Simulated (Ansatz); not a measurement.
**Titanium, simple cubic: HSE06 after PBE**

How do the levels change when part of the exchange is made exact, and what does it cost? Spin polarisation is left out. The cell comes from an earlier PBE relaxation. Exact exchange is dear, so the k-mesh is coarse, and PBE is run on the same mesh for comparison.

Program: Ansatz 0.2.0. Level of theory: DFT, plane waves (420 eV) with PBE-made PAW files, scalar-relativistic; functionals as named at each step. These are calculated values, not measurements.

### Step 1. The structure to begin with

The structure is cubic, space group Pm-3m (No. 221). The conventional cell has a = 2.645 Å, b = 2.645 Å, c = 2.645 Å, α = 90.00°, β = 90.00°, γ = 90.00°. Ti (site symmetry m-3m) is surrounded by 6 Ti at 2.64 Å.

As a file:

```xyz
1
Lattice="2.6450 0.0000 0.0000 0.0000 2.6450 0.0000 0.0000 0.0000 2.6450" Properties=species:S:1:pos:R:3 pbc="T T T"
Ti    0.0000    0.0000    0.0000
```

### Step 2. PBE on the coarse mesh

The run with PBE.

input.yaml

```yaml
crystal:
  lattice:
    - [2.6449927459, 0.0, 0.0]
    - [0.0, 2.6449927459, 0.0]
    - [0.0, 0.0, 2.6449927459]
  atoms:
    - { symbol: Ti, position: [0.0, 0.0, 0.0] }
hamiltonian:
  xc: pbe
  pseudopotentials:
    kind: paw
    azcp:
      Ti: "pseudopotentials/Ti.paw.azcp"
basis:
  ecutwfc: 420
  fft_grid_basis: typed
kpoints:
  mp_grid: { grid: [6, 6, 6], shift: [0, 0, 0] }
magnetization:
  spin_polarized: false
scf:
  occupations: { method: fermi_dirac, width: 0.1 }
```

On the command line:

```
> ansatz run input.yaml --threads 4 --pin off --max-ram 8192MiB --backend cpu --events-out ev --progress --plain --runs-dir out
```

### Step 3. HSE06 on the coarse mesh

The run with HSE06.

Edit input.yaml of step 2 so:

```diff
@@ -8,3 +8,3 @@
 hamiltonian:
-  xc: pbe
+  xc: hse06
   pseudopotentials:
```

(Steps that only read results are left out.)

**Question.** What will these runs give? Wanted: PBE: gap; HSE06: gap; HSE06: relative to hcp.

As calculated:

```
                         quantity                         value
                         PBE: gap  none (levels filled in part)
                       HSE06: gap  none (levels filled in part)
HSE06: SCF cycles, exchange loops                         17, 2
 HSE06: CPU time over that of PBE                            17
           HSE06: relative to hcp                +1089 meV/atom
```

Neither PBE nor HSE06 shows a clean gap on this mesh. The hybrid took 17 times as much CPU time as PBE on the same settings. The exchange operator of HSE06 was renewed in 2 outer loops. The dense-mesh value adds -22.2 meV/atom, the change that PBE shows between the coarse mesh and its own dense run (not shown). Under HSE06 it lies 1089 meV/atom above hcp (computed apart in the same way); on such meshes a few tens of meV are uncertain for metals. Absolute energies differ from functional to functional, by eV per atom at times, and say nothing by themselves.
